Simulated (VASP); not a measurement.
Wanted: the native input for a VASP 6.6.1 run.

- Task: single point
- Functional: PBE
- Potentials or basis: VASP PAW PBE potentials, release 64 (Pb_d, H)
- Cutoff: 520 eV
- k mesh: 12 × 12 × 8
- Occupations: gaussian, width 0.1 eV
- Spin: no spin polarisation
- Dipole correction: no
- Further INCAR settings: ALGO = Fast; EDIFF = 1e-07; NBANDS = 22

The structure of HPb2 lies in POSCAR:

```
HPb2
1.0
    3.7038790492      0.0000000001      0.0000000000
   -1.8519395246      3.2076533491      0.0000000000
    0.0000000000      0.0000000000      5.8596359452
Pb H
2 1
Direct
    0.6666666667      0.3333333333      0.8147066204
    0.3333333333      0.6666666667      0.3395784851
    0.0000000000      0.0000000000     -0.0702851055
```

The cell isn't the ideal one: Ni -> Pb on all its sites, cell and atoms relaxed.

The input as run:

INCAR

```
PREC = Accurate
ENCUT = 520
EDIFF = 1E-7
ISMEAR = 0
SIGMA = 0.1
LREAL = F
LASPH = T
NELM = 100
ALGO = Fast
ISIF = 2
LWAVE = F
LCHARG = F
GGA = PE
NBANDS = 22
```

KPOINTS

```
regular mesh
0
Gamma
  12 12 8
```

Potentials or basis: VASP PAW PBE potentials, release 64 (Pb_d, H).

Launch:

```bash
$ cat potpaw_PBE.64/Pb_d/POTCAR potpaw_PBE.64/H/POTCAR > POTCAR
$ mpirun -np 1 vasp_std > vasp.out
```

It gave:

```
Pressure               : -0.1 GPa
Largest force          : 0.006 eV/Å
Band gap on the k mesh : none (metal or under the smearing width)
```

It took 120 s on 1 thread of AMD EPYC 9R45 96-Core Processor (Zen 5), on a shared host, peak memory 0.28 GiB.
